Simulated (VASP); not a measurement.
# BN (P6_3/mmc) in VASP: dielectric tensor with PBE

Aim: the dielectric tensor of BN with PBE.

All numbers are computed with VASP 6.6.1; they aren't measurements. Logs are shortened: lines on timing, memory, paths and dates and some standing lists are left out, and cuts for length are marked.

## 1. The structure

It takes space group P6_3/mmc (No. 194, hexagonal). Conventional cell: a = 2.498 Å, b = 2.498 Å, c = 6.835 Å, α = 90.00°, β = 90.00°, γ = 120.00°. B (site symmetry -6m2) is surrounded by 3 N at 1.44 Å. N (site symmetry -6m2) has 3 B at 1.44 Å as nearest neighbours.

## 2. Dielectric tensor, PBE

The input, INCAR:

```
ALGO     = Fast           # electronic algorithm
EDIFF    = 1E-8           # SCF threshold, eV
ENCUT    = 520            # plane-wave cutoff, eV
GGA      = PE             # functional
ISIF     = 2              # what is computed and relaxed
ISMEAR   = 0              # smearing method
LASPH    = True           # aspherical terms in the spheres
LCHARG   = False          # write CHGCAR
LEPSILON = True           # dielectric tensor by DFPT
LREAL    = False          # projectors in reciprocal space
LWAVE    = False          # write WAVECAR
NELM     = 100            # most SCF steps
PREC     = Accurate       # precision mode
SIGMA    = 0.01           # smearing width, eV
```

The input, KPOINTS:

```
k-points
0
Gamma
  12 12 4
```

The input, POSCAR:

```
BN
1.0
    2.4982400000      0.0000000000      0.0000000000
   -1.2491200000      2.1635393048      0.0000000000
    0.0000000000      0.0000000000      6.8347710000
B N
2 2
Direct
    0.3333333333      0.6666666667      0.2500000000
    0.6666666667      0.3333333333      0.7500000000
    0.3333333333      0.6666666667      0.7500000000
    0.6666666667      0.3333333333      0.2500000000
```

Potentials or basis: VASP PAW PBE potentials, release 64 (B, N).

Launch:

```sh
cat potpaw_PBE.64/B/POTCAR potpaw_PBE.64/N/POTCAR > POTCAR
mpirun -np 1 vasp_std > vasp.out
```

OUTCAR:

```text
EDIFF = 1E-8
   ENCUT = 520
   GGA = PE
   ISIF = 2
   ISMEAR = 0
   LASPH = True
   LEPSILON = True
   LREAL = False
   NELM = 100
   PREC = Accurate

 ion  position               nearest neighbor table
   1  0.333  0.667  0.250-   4 1.44   4 1.44   4 1.44
   2  0.667  0.333  0.750-   3 1.44   3 1.44   3 1.44
   3  0.333  0.667  0.750-   2 1.44   2 1.44   2 1.44
   4  0.667  0.333  0.250-   1 1.44   1 1.44   1 1.44

  LATTYP: Found a hexagonal cell.
 ALAT       =     2.4982400000
 C/A-ratio  =     2.7358344274

  Lattice vectors:

 A1 = (   2.4982400000,   0.0000000000,   0.0000000000)
 A2 = (  -1.2491200000,   2.1635393048,   0.0000000000)
 A3 = (   0.0000000000,   0.0000000000,   6.8347710000)

Analysis of symmetry for initial positions (statically):
=====================================================================
 Subroutine PRICEL returns:
 Original cell was already a primitive cell.

 Routine SETGRP: Setting up the symmetry group for a
 hexagonal supercell.

 Subroutine GETGRP returns: Found 24 space group operations
 (whereof 12 operations were pure point group operations)
 out of a pool of 24 trial point group operations.

The static configuration has the point symmetry D_3d.
 The point group associated with its full space group is D_6h.

Analysis of symmetry for dynamics (positions and initial velocities):
=====================================================================
 Subroutine PRICEL returns:
 Original cell was already a primitive cell.

 Routine SETGRP: Setting up the symmetry group for a
 hexagonal supercell.

 Subroutine GETGRP returns: Found 24 space group operations
 (whereof 12 operations were pure point group operations)
 out of a pool of 24 trial point group operations.

The dynamic configuration has the point symmetry D_3d.
 The point group associated with its full space group is D_6h.

 Subroutine INISYM returns: Found 24 space group operations
 (whereof 12 operations are pure point group operations),
 and found     1 'primitive' translations

----------------------------------------------------------------------------------------

[... 530 lines left out ...]
     -0.00000      1.44236      5.12608         0.000000      0.000000      0.000000
      1.24912      0.72118      1.70869         0.000000     -0.000000      0.000000
 -----------------------------------------------------------------------------------
    total drift:                                0.000000     -0.000000      0.000000

  FREE ENERGIE OF THE ION-ELECTRON SYSTEM (eV)
  ---------------------------------------------------
  free  energy   TOTEN  =       -35.1640110405 eV

  energy  without entropy=      -35.1640110405  energy(sigma->0) =      -35.16401104

 HEAD OF MICROSCOPIC STATIC DIELECTRIC TENSOR (INDEPENDENT PARTICLE, excluding Hartree and local field effects)
 ------------------------------------------------------
           4.732701    -0.000000     0.000000
           0.000000     4.732701     0.000000
           0.000000     0.000000     2.900565
 ------------------------------------------------------

 Free energy of the ion-electron system (eV)
  ---------------------------------------------------
  ---------------------------------------------------
  free energy    TOTEN  =        -0.39746187 eV

  energy without entropy =       -0.39746187

------------------------ aborting loop because EDIFF is reached ----------------------------------------

--------------------------------------- Ionic step        2  -------------------------------------------

------------------------ aborting loop because EDIFF is reached ----------------------------------------

--------------------------------------- Ionic step        3  -------------------------------------------

 Free energy of the ion-electron system (eV)
  ---------------------------------------------------
  ---------------------------------------------------
  free energy    TOTEN  =        -0.17894548 eV

  energy without entropy =       -0.17894548

------------------------ aborting loop because EDIFF is reached ----------------------------------------

 PIEZOELECTRIC TENSOR FIELD DIRECTION 3  (e Angst)
 -----------------------------------------------------------------------------
    -0.00015  0.00000 -0.00000           ( -0.00000  0.00000  0.00000)
     0.00000 -0.00015 -0.00000           (  0.00000 -0.00000 -0.00000)
    -0.00000 -0.00000  0.00002           (  0.00000 -0.00000 -0.00000)

 PIEZOELECTRIC TENSOR FIELD DIRECTION 3  (C/m^2)
 -----------------------------------------------------------------------------
    -0.00006  0.00000 -0.00000
     0.00000 -0.00006 -0.00000
    -0.00000 -0.00000  0.00001

 MACROSCOPIC STATIC DIELECTRIC TENSOR (including local field effects in DFT)
 ------------------------------------------------------
           4.646923     0.000000     0.000000
           0.000000     4.646923    -0.000000
          -0.000000    -0.000000     2.562892
 ------------------------------------------------------

 PIEZOELECTRIC TENSOR (including local field effects)  for field in x, y, z        (e  Angst)
          XX          YY          ZZ          XY          YZ          ZX
  --------------------------------------------------------------------------------
  x     0.00000     0.00000     0.00000     0.00000     0.00000     0.00000
  y     0.00000     0.00000     0.00000     0.00000     0.00000     0.00000
  z     0.00000     0.00000     0.00000     0.00000     0.00000     0.00000

 PIEZOELECTRIC TENSOR (including local field effects)  for field in x, y, z        (C/m^2)
          XX          YY          ZZ          XY          YZ          ZX
  --------------------------------------------------------------------------------
  x     0.00000     0.00000     0.00000     0.00000     0.00000     0.00000
  y     0.00000     0.00000     0.00000     0.00000     0.00000     0.00000
  z     0.00000     0.00000     0.00000     0.00000     0.00000     0.00000

 BORN EFFECTIVE CHARGES (including local field effects) (in |e|, cummulative output)
 ---------------------------------------------------------------------------------
 ion    1
    1     2.70688     0.00000     0.00000
    2     0.00000     2.70688     0.00000
    3     0.00000     0.00000     0.69096
 ion    2
    1     2.70688     0.00000     0.00000
    2     0.00000     2.70688     0.00000
    3     0.00000     0.00000     0.69096
 ion    3
    1    -2.70688     0.00000     0.00000
    2     0.00000    -2.70688     0.00000
    3     0.00000     0.00000    -0.69096
 ion    4
    1    -2.70688     0.00000     0.00000
    2     0.00000    -2.70688     0.00000
    3    -0.00000     0.00000    -0.69096
```

OSZICAR:

```text
N       E                     dE             d eps       ncg     rms          rms(c)
DAV:   1     0.644269833592E+02    0.64427E+02   -0.84149E+03  1384   0.123E+03
DAV:   2    -0.343220197104E+02   -0.98749E+02   -0.89480E+02  2004   0.267E+02
DAV:   3    -0.387630943554E+02   -0.44411E+01   -0.44170E+01  1756   0.597E+01
DAV:   4    -0.388097040321E+02   -0.46610E-01   -0.46593E-01  1704   0.664E+00
[... 11 lines left out ...]
RMM:   6    -0.178628974873E+00   -0.13856E-03   -0.18422E-05  2313   0.238E-02    0.600E-03
RMM:   7    -0.178922761844E+00   -0.29379E-03   -0.27721E-06  2288   0.137E-02    0.123E-03
RMM:   8    -0.178953987745E+00   -0.31226E-04   -0.23750E-07  2285   0.325E-03    0.359E-04
RMM:   9    -0.178946135319E+00    0.78524E-05   -0.32060E-08  2388   0.111E-03    0.361E-05
RMM:  10    -0.178945466939E+00    0.66838E-06   -0.91009E-09  2055   0.201E-04    0.191E-05
RMM:  11    -0.178945481707E+00   -0.14768E-07   -0.88338E-09  1655   0.135E-04    0.350E-06
```

Wall time 2.7 min (1 thread of Intel Xeon Platinum 8488C (Sapphire Rapids), shared host); peak memory 0.27 GiB.

Results:

| Quantity | Value |
| --- | --- |
| Band gap on the k mesh | 4.33 eV, indirect (least direct gap 4.67 eV) |
| Electronic dielectric tensor (diagonal) | 4.65, 4.65, 2.56 |
| Born charges (mean of the diagonal) | B +2.03; N -2.03 e |

Levels at points of the mesh, in eV from the valence-band top:
| k point | band 6 | band 7 | band 8 | band 9 | band 10 | band 11 |
| --- | --- | --- | --- | --- | --- | --- |
| (0.00, 0.00, 0.00) | -1.32 | -1.30 | -1.30 | 5.09 | 10.00 | 11.62 |
| (0.50, 0.00, 0.00) | -4.10 | -1.36 | -0.50 | 4.33 | 5.54 | 9.58 |
| (0.00, 0.00, 0.50) | -1.31 | -1.31 | -1.31 | 7.31 | 7.31 | 11.67 |
| (0.50, 0.00, 0.50) | -4.12 | -0.92 | -0.92 | 4.76 | 4.76 | 9.97 |

Electronic dielectric tensor:
```
4.65 0.00 0.00
0.00 4.65 0.00
0.00 0.00 2.56
```

Born effective charge tensors (e):
atom 1, B
```
2.71 0.00 0.00
0.00 2.71 0.00
0.00 0.00 0.69
```
atom 2, B
```
2.71 0.00 0.00
0.00 2.71 0.00
0.00 0.00 0.69
```
atom 3, N
```
-2.71  0.00  0.00
 0.00 -2.71  0.00
 0.00  0.00 -0.69
```
atom 4, N
```
-2.71  0.00  0.00
 0.00 -2.71  0.00
 0.00  0.00 -0.69
```
